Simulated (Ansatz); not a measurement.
Input of an Ansatz 0.2.0 run:

input.yaml

```yaml
crystal:
  lattice:
    - [4.12095, 0.0, 0.0]
    - [-2.06047, 3.56885, 0.0]
    - [0.0, 0.0, 2.65479]
  atoms:
    - { symbol: Si, position: [0.33333, 0.66667, 0.5] }
    - { symbol: Si, position: [0.66667, 0.33333, 0.5] }
hamiltonian:
  xc: pbe
  pseudopotentials: { kind: paw }
  dispersion: d4
kpoints:
  mp_grid: { grid: [8, 8, 10] }
scf:
  occupations: { method: fermi_dirac, width: 0.05 }
output:
  forces: true
  stress: true
  eigenvalues: true
  write_density: true
  write_potential: true
  elf: true
  volumetric_format: npy
relax:
  f_tol: 0.01
  max_steps: 40
  cell: { stress_tol: 0.05 }
```

Potentials or basis: Ansatz PAW.

Launch:

```bash
$ ansatz run input.yaml --threads 2 --pin off --max-ram 5632MiB --backend cpu --events-out ev --progress --plain --runs-dir out
```

Question: What does it give for the relaxed volume?

Answer: 18.89 Å³/atom.

Question: Estimate the space group after relaxing (to 0.05 Å).

Answer: P6/mmm (No. 191).

Question: Predict the band gap on the k mesh.

Answer: None (metal or under the smearing width).

Question: What does it give for the relaxed cell?

Answer: a = 4.080 Å, b = 4.080 Å, c = 2.621 Å, α = 90.00°, β = 90.00°, γ = 120.00°.

Final structure:
```yaml
crystal:
  lattice:
    - [4.08041, 0.00000, 0.00000]
    - [-2.04020, 3.53374, 0.00000]
    - [0.00000, 0.00000, 2.62066]
  atoms:
    - { symbol: Si, position: [0.33333, 0.66667, 0.50000] }
    - { symbol: Si, position: [0.66667, 0.33333, 0.50000] }
```

Caveat: pairwise dispersion overbinds metals, which lowers pressure and volume.
